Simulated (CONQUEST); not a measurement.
This CONQUEST 1.3 run on Be needs a look.

File Conquest_input:

```
IO.Title Be
IO.Coordinates coords.dat
IO.FractionalAtomicCoords T
IO.Iprint 2
IO.Iprint_init 1
General.NumberOfSpecies 1
General.PseudopotentialType hamann
General.FunctionalType -60062
General.DifferentFunctional T
AtomMove.TypeOfRun static
AtomMove.FullStress T
Grid.GridCutoff 100
DM.SolutionMethod diagon
Diag.MPMesh T
Diag.GammaCentred T
Diag.MPMeshX 6
Diag.MPMeshY 4
Diag.MPMeshZ 3
Diag.kT 0.00183747
minE.SCTolerance 1e-6
SC.MaxIters 100
IO.AtomChargeOutput T
General.NetCharge -3
%block ChemicalSpeciesLabel
1 9.010 Be
%endblock
```

The input coords.dat:

```
    4.2602246177     0.0000000000     0.0000000000
    0.0000000000     6.6816160147     0.0000000000
    0.0000000000     0.0000000000     7.3789254914
4
  0.0000000000   0.7500000000   0.3333333330 1 T T T
  0.5000000000   0.7500000000   0.8333333330 1 T T T
  0.0000000000   0.2500000000   0.6666666670 1 T T T
  0.5000000000   0.2500000000   0.1666666670 1 T T T
```

Potentials or basis: PseudoDojo NC PBEsol, SZ, grid cutoff 100 Ha.

Run with:

```console
$ Conquest
```

Output:

```text
Simulation cell dimensions:     4.2602 a0 x     6.6816 a0 x     7.3789 a0

      Atomic coordinates (a0)
         Atom         X         Y         Z  Species
            1    0.0000    5.0112    2.4596        1
            2    2.1301    5.0112    6.1491        1
            3    0.0000    1.6704    4.9193        1
            4    2.1301    1.6704    1.2298        1

         Monkhorst-Pack mesh:   6 x   4 x   3 gamma-centred
        This calculation includes non-local pseudopotentials,
         with a maximum core radius of      8.12093677

    Job title: Be
    Job to be run: static calculation

    Ground state search:
      Support functions represented with PAO basis
      1:1 PAO to SF mapping
      Non-spin-polarised electrons
      Solving for the K matrix using diagonalisation
      Using Fermi-Dirac smearing

    Integration grid size:     20 x   32 x   36

    Integration grid spacing:  0.213 a0 x 0.209 a0 x 0.205 a0

[... 56 lines left out ...]
    PulayMixSC: Reached SCF tolerance of  0.54519E-07 after      5 iterations
      | Number of electrons      =        12.999982
[... 1 line left out ...]
      |  screened ion-ion energy =       -22.715424339887985 Ha
      |  Ha correction           =        -2.836669691107150 Ha
      |  XC correction           =         2.486433091579748 Ha
      | GS Energy as E-(1/2)TS   =       -53.724022019611624 Ha
      | Free Energy as E-TS      =       -53.724112635257740 Ha
      |* Harris-Foulkes energy   =       -53.723931403965508 Ha
      |* DFT total energy        =       -53.723931403965281 Ha
      |  estimated accuracy      =        -0.000000000000227 Ha

    force: Forces on atoms (Ha/a0)
    force:  Atom   X              Y              Z
    force:     1  -0.0000000000  -0.0000000000  -0.0055406262
    force:     2  -0.0000000000  -0.0000000000  -0.0055406262
    force:     3  -0.0000000000  -0.0000000000   0.0055406262
    force:     4   0.0000000000  -0.0000000000   0.0055406262

    force: Maximum force :        0.00554063(Ha/a0) on atom         2 in z direction
    force: Force Residual:        0.00554063 Ha/a0
    force: Total stress:       -120.59758138     0.00000000     0.00000000 GPa
                             0.00000000  -123.82086615     0.00000000
                             0.00000000     0.00000000  -117.46158001
    force: Average pressure:    120.62667584 GPa

    force: Finished force
    get_E_and_F: Change in energy during last step of electronic optimisation:  0.66991E-06

    BIBLIOGRAPHY: Please consider citing the following references in the conquest.bib file

    CONQUEST:         Bowler2002pt, Miyazaki2004, Nakata2020
    Basis:            Bowler2019
    DM:               Bowler:2006xr
    Pseudopotentials: Hamann2013, Bowler2019
    XC references from LibXC:

    Warnings written to file Conquest_warnings; please check
```

Problem. Diagnose the run.

Solution. Self-consistency was reached. The input holds a flaw that was put in on purpose: wrong net charge (General.NetCharge = -3). The program doesn't stop on it, so the numbers can't be trusted though the run ends normally.
